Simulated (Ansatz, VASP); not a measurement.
# Al in VASP and in Ansatz

```xyz
1
Lattice="0.0000 1.9918 1.9918 1.9918 0.0000 1.9918 1.9918 1.9918 0.0000" Properties=species:S:1:pos:R:3 pbc="T T T"
Al    0.0000    0.0000    0.0000
```

Alike in both runs: functional LDA; k mesh 18 × 18 × 18; occupations gaussian, width 0.1 eV; no spin polarisation.

Ansatz relaxed the structure, and its values are those at the end. VASP's run is a single point on that final structure, the one shown.

```csv
,VASP,Ansatz
version,VASP 6.6.1,Ansatz 0.2.0
potentials or method,"VASP PAW LDA potentials, release 64 (Al)","scalar-relativistic, plane waves, PAW"
plane-wave cutoff (eV),520,420
valence electrons in the cell,3,3
```

```tsv
	VASP	Ansatz	Ansatz less VASP
gap on the k mesh at the Fermi level (eV)	none	none	-
pressure (GPa)	0.1	0.0	-0.07
```

A gap of «none» marks a metal or a gap that the smearing closes.
